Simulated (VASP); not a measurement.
# RbBr (Fm-3m) in VASP: settings compared

One crystal, RbBr, is run at these levels: PBEsol, PBE, LDA, r2SCAN; tasks: Born charges and dielectric tensor, band structure, G0W0 quasiparticle levels.

Program: VASP 6.6.1. These are calculated values, not measurements. Logs are shortened: lines on timing, memory, paths and dates and some standing lists are left out, and cuts for length are marked.

### Step 1. Starting point

Symmetry: Fm-3m, No. 225, cubic system. The conventional cell has a = 6.854 Å, b = 6.854 Å, c = 6.854 Å, α = 90.00°, β = 90.00°, γ = 90.00°. Rb (site symmetry m-3m) is surrounded by 6 Br at 3.43 Å. Around Br (site symmetry m-3m) lie 6 Rb at 3.43 Å.

### Step 2. Born charges and dielectric tensor, PBEsol

Input file INCAR:

```
SYSTEM = RbBr
ALGO = Normal ; EDIFF = 1E-8
ENCUT = 520 ; GGA = PS
IBRION = 8 ; ISIF = 2
ISMEAR = -1 ; LASPH = .TRUE.
LCHARG = .FALSE. ; LEPSILON = .TRUE.
LREAL = .FALSE. ; LWAVE = .FALSE.
NELM = 60 ; PREC = Accurate
SIGMA = 0.05
```

Input file KPOINTS:

```
k-points
0
G
  7 7 7
  0 0 0
```

Input file POSCAR:

```
RbBr
1.0
    0.0000000000      3.4270000000      3.4270000000
    3.4270000000      0.0000000000      3.4270000000
    3.4270000000      3.4270000000      0.0000000000
Rb Br
1 1
Direct
    0.0000000000      0.0000000000      0.0000000000
    0.5000000000      0.5000000000      0.5000000000
```

Potentials or basis: VASP PAW PBE potentials, release 64 (Rb_sv, Br).

On the command line:

```sh
$ cat potpaw_PBE.64/Rb_sv/POTCAR potpaw_PBE.64/Br/POTCAR > POTCAR
$ mpirun -np 1 vasp_std > vasp.out
```

OUTCAR:

```text
SYSTEM = RbBr
   EDIFF = 1E-8
   ENCUT = 520
   GGA = PS
   IBRION = 8
   ISIF = 2
   ISMEAR = -1
   LASPH = .TRUE.
   LEPSILON = .TRUE.
   LREAL = .FALSE.
   NELM = 60
   PREC = Accurate

 ion  position               nearest neighbor table
   1  0.000  0.000  0.000-   2 3.43   2 3.43   2 3.43   2 3.43   2 3.43   2 3.43
   2  0.500  0.500  0.500-   1 3.43   1 3.43   1 3.43   1 3.43   1 3.43   1 3.43

  LATTYP: Found a face centered cubic cell.
 ALAT       =     6.8540000000

  Lattice vectors:

 A1 = (   0.0000000000,   3.4270000000,   3.4270000000)
 A2 = (   3.4270000000,   0.0000000000,   3.4270000000)
 A3 = (   3.4270000000,   3.4270000000,   0.0000000000)

Analysis of symmetry for initial positions (statically):
=====================================================================
 Subroutine PRICEL returns:
 Original cell was already a primitive cell.

 Routine SETGRP: Setting up the symmetry group for a
 face centered cubic supercell.

 Subroutine GETGRP returns: Found 48 space group operations
 (whereof 48 operations were pure point group operations)
 out of a pool of 48 trial point group operations.

The static configuration has the point symmetry O_h .

Analysis of symmetry for dynamics (positions and initial velocities):
=====================================================================
 Subroutine PRICEL returns:
 Original cell was already a primitive cell.

 Routine SETGRP: Setting up the symmetry group for a
 face centered cubic supercell.

 Subroutine GETGRP returns: Found 48 space group operations
 (whereof 48 operations were pure point group operations)
 out of a pool of 48 trial point group operations.

The dynamic configuration has the point symmetry O_h .

 Subroutine INISYM returns: Found 48 space group operations
 (whereof 48 operations are pure point group operations),
 and found     1 'primitive' translations

----------------------------------------------------------------------------------------

                                     Primitive cell

  volume of cell :      80.4956

  direct lattice vectors                    reciprocal lattice vectors
     0.000000000  3.427000000  3.427000000    -0.145900204  0.145900204  0.145900204
     3.427000000  0.000000000  3.427000000     0.145900204 -0.145900204  0.145900204
     3.427000000  3.427000000  0.000000000     0.145900204  0.145900204 -0.145900204

  length of vectors
     4.846509878  4.846509878  4.846509878     0.252706567  0.252706567  0.252706567

  position of ions in fractional coordinates (direct lattice)
     0.000000000  0.000000000  0.000000000
     0.500000000  0.500000000  0.500000000

  ion indices of the primitive-cell ions
   primitive index   ion index
                 1           1
                 2           2

----------------------------------------------------------------------------------------

 KPOINTS: k-points

Automatic generation of k-mesh.
 Grid dimensions read from file:
 generate k-points for:    7    7    7

 Generating k-lattice:

[... 442 lines left out ...]
  ---------------------------------------------------
  ---------------------------------------------------
  free energy    TOTEN  =        -0.40371722 eV

  energy without entropy =       -0.40371722

------------------------ aborting loop because EDIFF is reached ----------------------------------------

--------------------------------------- Ionic step        2  -------------------------------------------

------------------------ aborting loop because EDIFF is reached ----------------------------------------

--------------------------------------- Ionic step        3  -------------------------------------------

------------------------ aborting loop because EDIFF is reached ----------------------------------------

 PIEZOELECTRIC TENSOR FIELD DIRECTION 3  (e Angst)
 -----------------------------------------------------------------------------
    -0.00014  0.00000  0.00000           (  0.00000  0.00000  0.00000)
     0.00000 -0.00014 -0.00000           (  0.00000  0.00000 -0.00000)
     0.00000  0.00000 -0.00082           (  0.00000 -0.00000  0.00000)

 PIEZOELECTRIC TENSOR FIELD DIRECTION 3  (C/m^2)
 -----------------------------------------------------------------------------
    -0.00003  0.00000  0.00000
     0.00000 -0.00003 -0.00000
     0.00000  0.00000 -0.00016

--------------------------------------- Ionic step        4  -------------------------------------------

------------------------ aborting loop because EDIFF is reached ----------------------------------------

[... ionic steps 5 to 6 ...]

--------------------------------------- Ionic step        7  -------------------------------------------

 Free energy of the ion-electron system (eV)
  ---------------------------------------------------
  ---------------------------------------------------
  free energy    TOTEN  =        -0.14645397 eV

  energy without entropy =       -0.14645397

------------------------ aborting loop because EDIFF is reached ----------------------------------------

 INTERNAL STRAIN TENSOR  FOR ION    2  DIRECTION 1   (eV/Angst):
 -----------------------------------------------------------------------------
    -0.00639  0.00000 -0.00000
    -0.00000  0.00196  0.00000
     0.00000  0.00000  0.00196

 MACROSCOPIC STATIC DIELECTRIC TENSOR (including local field effects in DFT)
 ------------------------------------------------------
           2.582820    -0.000000    -0.000000
           0.000000     2.582820    -0.000000
          -0.000000     0.000000     2.582820
 ------------------------------------------------------

 PIEZOELECTRIC TENSOR (including local field effects)  for field in x, y, z        (e  Angst)
          XX          YY          ZZ          XY          YZ          ZX
  --------------------------------------------------------------------------------
  x     0.00000     0.00000     0.00000     0.00000     0.00000     0.00000
  y     0.00000     0.00000     0.00000     0.00000     0.00000     0.00000
  z     0.00000     0.00000     0.00000     0.00000     0.00000     0.00000

 PIEZOELECTRIC TENSOR (including local field effects)  for field in x, y, z        (C/m^2)
          XX          YY          ZZ          XY          YZ          ZX
  --------------------------------------------------------------------------------
  x     0.00000     0.00000     0.00000     0.00000     0.00000     0.00000
  y     0.00000     0.00000     0.00000     0.00000     0.00000     0.00000
  z     0.00000     0.00000     0.00000     0.00000     0.00000     0.00000

 BORN EFFECTIVE CHARGES (including local field effects) (in |e|, cummulative output)
 ---------------------------------------------------------------------------------
 ion    1
    1     1.15660     0.00000     0.00000
    2     0.00000     1.15660     0.00000
    3     0.00000     0.00000     1.15660
 ion    2
    1    -1.15660     0.00000     0.00000
    2     0.00000    -1.15660     0.00000
    3     0.00000     0.00000    -1.15660

 INTERNAL STRAIN TENSOR FOR ION    2 for displacements in x,y,z  (eV/Angst):
          X           Y           Z          XY          YZ          ZX
  --------------------------------------------------------------------------------
  x     0.00000     0.00000     0.00000     0.00000     0.00000     0.00000
  y     0.00000     0.00000     0.00000     0.00000     0.00000     0.00000
  z     0.00000     0.00000     0.00000     0.00000     0.00000     0.00000

 SECOND DERIVATIVES (NOT SYMMETRIZED)
 ------------------------------------
               1X          1Y          1Z          2X          2Y          2Z
  1X    -1.097635    0.000000    0.000000    1.097635    0.000000    0.000000
  1Y     0.000000   -1.097635    0.000000    0.000000    1.097635    0.000000
  1Z     0.000000    0.000000   -1.097635    0.000000    0.000000    1.097635
  2X     1.092333    0.000000    0.000000   -1.092333    0.000000    0.000000
  2Y     0.000000    1.092333    0.000000    0.000000   -1.092333    0.000000
  2Z     0.000000    0.000000    1.092333    0.000000    0.000000   -1.092333

 Eigenvectors and eigenvalues of the dynamical matrix
 ----------------------------------------------------

   1 f  =    2.545553 THz    15.994182 2PiTHz   84.910514 cm-1    10.527557 meV
             X         Y         Z           dx          dy          dz
      0.000000  0.000000  0.000000    -0.000000    0.695979   -0.000000
      3.427000  3.427000  3.427000     0.000000   -0.718062    0.000000
[... 21 lines left out ...]
   6 f/i=    0.003080 THz     0.019354 2PiTHz    0.102748 cm-1     0.012739 meV
             X         Y         Z           dx          dy          dz
      0.000000  0.000000  0.000000    -0.167341   -0.229331   -0.659558
      3.427000  3.427000  3.427000    -0.162195   -0.222279   -0.639274

--------------------------------------------------------------------------------------------------------

 MACROSCOPIC STATIC DIELECTRIC TENSOR IONIC CONTRIBUTION
 ------------------------------------------------------
           2.746328     0.000000     0.000000
           0.000000     2.746328    -0.000000
           0.000000    -0.000000     2.746328
 ------------------------------------------------------

 ELASTIC MODULI CONTR FROM IONIC RELAXATION (kBar)
 Direction    XX          YY          ZZ          XY          YZ          ZX
 --------------------------------------------------------------------------------
 XX           0.0000      0.0000      0.0000      0.0000      0.0000      0.0000
 YY           0.0000      0.0000      0.0000      0.0000      0.0000      0.0000
 ZZ           0.0000      0.0000      0.0000      0.0000      0.0000      0.0000
 XY           0.0000      0.0000      0.0000      0.0000      0.0000      0.0000
 YZ           0.0000      0.0000      0.0000      0.0000      0.0000      0.0000
 ZX           0.0000      0.0000      0.0000      0.0000      0.0000      0.0000
 --------------------------------------------------------------------------------

 PIEZOELECTRIC TENSOR IONIC CONTR  for field in x, y, z        (C/m^2)
          XX          YY          ZZ          XY          YZ          ZX
  --------------------------------------------------------------------------------
  x     0.00000     0.00000     0.00000     0.00000     0.00000     0.00000
  y     0.00000     0.00000     0.00000     0.00000     0.00000     0.00000
  z     0.00000     0.00000     0.00000     0.00000     0.00000     0.00000
```

It took 6.3 min on 1 thread of Intel Xeon Platinum 8488C (Sapphire Rapids), shared host; peak memory 0.3 GiB.

What came out:

- Band gap on the k mesh: 4.21 eV, direct
- Electronic dielectric tensor (diagonal): 2.58
- Born charges (mean of the diagonal): Rb +1.16; Br -1.16 e
- Highest phonon frequency at Γ, LO-TO splitting left out: 85 cm⁻¹

Levels at points of the mesh, in eV from the valence-band top:
```
           k point  band 5  band 6  band 7  band 8  band 9  band 10  band 11  band 12
(0.00, 0.00, 0.00)   -8.44    0.00    0.00    0.00    4.21     7.20     7.20     7.20
```

Phonon frequencies in cm⁻¹ (negative: imaginary):
| q point | frequencies |
| --- | --- |
| (0.000, 0.000, 0.000) | 0 0 0 85 85 85 |

Electronic dielectric tensor:
```
2.58 0.00 0.00
0.00 2.58 0.00
0.00 0.00 2.58
```

Born effective charge tensors (e):
atom 1, Rb
```
1.16 0.00 0.00
0.00 1.16 0.00
0.00 0.00 1.16
```
atom 2, Br
```
-1.16  0.00  0.00
 0.00 -1.16  0.00
 0.00  0.00 -1.16
```

Caveat: the PAW data sets were made with another functional, which shifts forces and pressure a little; an odd mesh through Γ misses points on the zone boundary, where band edges often lie.

### Step 3. Band structure, PBE, spin-orbit coupling, no magnetisation

POSCAR is that of step 2.

Input file INCAR.step1:

```
SYSTEM = RbBr
ALGO = Fast
EDIFF = 1E-7
ENCUT = 520
GGA = PE
GGA_COMPAT = .FALSE.
ISIF = 2
ISMEAR = 0
KPAR = 2
LASPH = .TRUE.
LCHARG = .TRUE.
LORBIT = 11
LREAL = .FALSE.
LSORBIT = .TRUE.
LWAVE = .FALSE.
MAGMOM = 0 0 0 0 0 0
NBANDS = 28
NELM = 80
PREC = Accurate
SIGMA = 0.02
```

Input file KPOINTS.step1:

```
k-points
0
G
  6 6 6
  0 0 0
```

Input file INCAR.step2:

```
SYSTEM = RbBr
ALGO = Fast
EDIFF = 1E-7
ENCUT = 520
GGA = PE
GGA_COMPAT = .FALSE.
ICHARG = 11
ISIF = 2
ISMEAR = 0
KPAR = 2
LASPH = .TRUE.
LCHARG = .FALSE.
LORBIT = 11
LREAL = .FALSE.
LSORBIT = .TRUE.
LWAVE = .FALSE.
MAGMOM = 0 0 0 0 0 0
NBANDS = 28
NELM = 80
PREC = Accurate
SIGMA = 0.05
```

Input file KPOINTS.step2:

```
path GXWKGLUWLK,UX
15
line-mode
reciprocal
 0.0000000000  0.0000000000  0.0000000000  G
 0.5000000000  0.0000000000  0.5000000000  X

 0.5000000000  0.0000000000  0.5000000000  X
 0.5000000000  0.2500000000  0.7500000000  W

 0.5000000000  0.2500000000  0.7500000000  W
 0.3750000000  0.3750000000  0.7500000000  K

 0.3750000000  0.3750000000  0.7500000000  K
 0.0000000000  0.0000000000  0.0000000000  G

 0.0000000000  0.0000000000  0.0000000000  G
 0.5000000000  0.5000000000  0.5000000000  L

 0.5000000000  0.5000000000  0.5000000000  L
 0.6250000000  0.2500000000  0.6250000000  U

 0.6250000000  0.2500000000  0.6250000000  U
 0.5000000000  0.2500000000  0.7500000000  W

 0.5000000000  0.2500000000  0.7500000000  W
 0.5000000000  0.5000000000  0.5000000000  L

 0.5000000000  0.5000000000  0.5000000000  L
 0.3750000000  0.3750000000  0.7500000000  K

 0.6250000000  0.2500000000  0.6250000000  U
 0.5000000000  0.0000000000  0.5000000000  X
```

Potentials or basis: VASP PAW PBE potentials, release 64 (Rb_sv, Br).

On the command line:

```sh
$ cat potpaw_PBE.64/Rb_sv/POTCAR potpaw_PBE.64/Br/POTCAR > POTCAR
$ cp INCAR.step1 INCAR
$ cp KPOINTS.step1 KPOINTS
$ mpirun -np 2 vasp_ncl > vasp.out
$ cp INCAR.step2 INCAR
$ cp KPOINTS.step2 KPOINTS
$ mpirun -np 2 vasp_ncl > vasp.out
```

Wall time 4.4 min (2 MPI ranks of AMD EPYC 9R45 (Zen 5), shared host); peak memory 0.66 GiB.

Caveat: the log is that of the step along the path at fixed density, whose energy, stress, charges and moments have no meaning.

### Step 4. Band structure, LDA, spin-orbit coupling, no magnetisation

POSCAR is that of step 3.

Changes to INCAR.step1 since step 3:

```diff
@@ -4,3 +4,3 @@
 ENCUT = 520
-GGA = PE
+GGA = CA
 GGA_COMPAT = .FALSE.
```

KPOINTS.step1 is that of step 3.

Changes to INCAR.step2 since step 3:

```diff
@@ -4,3 +4,3 @@
 ENCUT = 520
-GGA = PE
+GGA = CA
 GGA_COMPAT = .FALSE.
```

KPOINTS.step2 is that of step 3.

Potentials or basis: VASP PAW LDA potentials, release 64 (Rb_sv, Br).

On the command line:

```sh
$ cat potpaw_LDA.64/Rb_sv/POTCAR potpaw_LDA.64/Br/POTCAR > POTCAR
$ cp INCAR.step1 INCAR
$ cp KPOINTS.step1 KPOINTS
$ mpirun -np 2 vasp_ncl > vasp.out
$ cp INCAR.step2 INCAR
$ cp KPOINTS.step2 KPOINTS
$ mpirun -np 2 vasp_ncl > vasp.out
```

It took 4 min on 2 MPI ranks of AMD EPYC 9R45 (Zen 5), shared host; peak memory 0.57 GiB.

Caveat: the log is that of the step along the path at fixed density, whose energy, stress, charges and moments have no meaning.

### Step 5. Band structure, r2SCAN, spin-orbit coupling, no magnetisation

Input file INCAR:

```
SYSTEM = RbBr
ALGO = Normal
EDIFF = 1E-7
ENCUT = 520
GGA_COMPAT = .FALSE.
ISIF = 2
ISMEAR = 0
KPAR = 2
LASPH = .TRUE.
LCHARG = .FALSE.
LMIXTAU = .TRUE.
LORBIT = 11
LREAL = .FALSE.
LSORBIT = .TRUE.
LWAVE = .FALSE.
MAGMOM = 0 0 0 0 0 0
METAGGA = R2SCAN
NBANDS = 28
NELM = 80
PREC = Accurate
SIGMA = 0.02
```

Input file KPOINTS:

```
k-points
0
G
  6 6 6
  0 0 0
```

POSCAR is that of step 4.

Input file KPOINTS_OPT:

```
path GXWKGLUWLK,UX
15
line-mode
reciprocal
 0.0000000000  0.0000000000  0.0000000000  G
 0.5000000000  0.0000000000  0.5000000000  X

 0.5000000000  0.0000000000  0.5000000000  X
 0.5000000000  0.2500000000  0.7500000000  W

 0.5000000000  0.2500000000  0.7500000000  W
 0.3750000000  0.3750000000  0.7500000000  K

 0.3750000000  0.3750000000  0.7500000000  K
 0.0000000000  0.0000000000  0.0000000000  G

 0.0000000000  0.0000000000  0.0000000000  G
 0.5000000000  0.5000000000  0.5000000000  L

 0.5000000000  0.5000000000  0.5000000000  L
 0.6250000000  0.2500000000  0.6250000000  U

 0.6250000000  0.2500000000  0.6250000000  U
 0.5000000000  0.2500000000  0.7500000000  W

 0.5000000000  0.2500000000  0.7500000000  W
 0.5000000000  0.5000000000  0.5000000000  L

 0.5000000000  0.5000000000  0.5000000000  L
 0.3750000000  0.3750000000  0.7500000000  K

 0.6250000000  0.2500000000  0.6250000000  U
 0.5000000000  0.0000000000  0.5000000000  X
```

Potentials or basis: VASP PAW PBE potentials, release 64 (Rb_sv, Br).

On the command line:

```sh
$ cat potpaw_PBE.64/Rb_sv/POTCAR potpaw_PBE.64/Br/POTCAR > POTCAR
$ mpirun -np 2 vasp_ncl > vasp.out
```

It took 13 min on 2 MPI ranks of AMD EPYC 9R45 (Zen 5), shared host; peak memory 0.47 GiB.

It converged, with:

| Property | Result |
| --- | --- |
| Free energy | -31.2005 eV |
| Pressure | 0.5 GPa |
| Valence electrons inside the program's atomic spheres | Rb 7.37; Br 4.93 |

Caveat: the PAW data sets were made with another functional, which shifts forces and pressure a little.

[end of part 1 of 2]
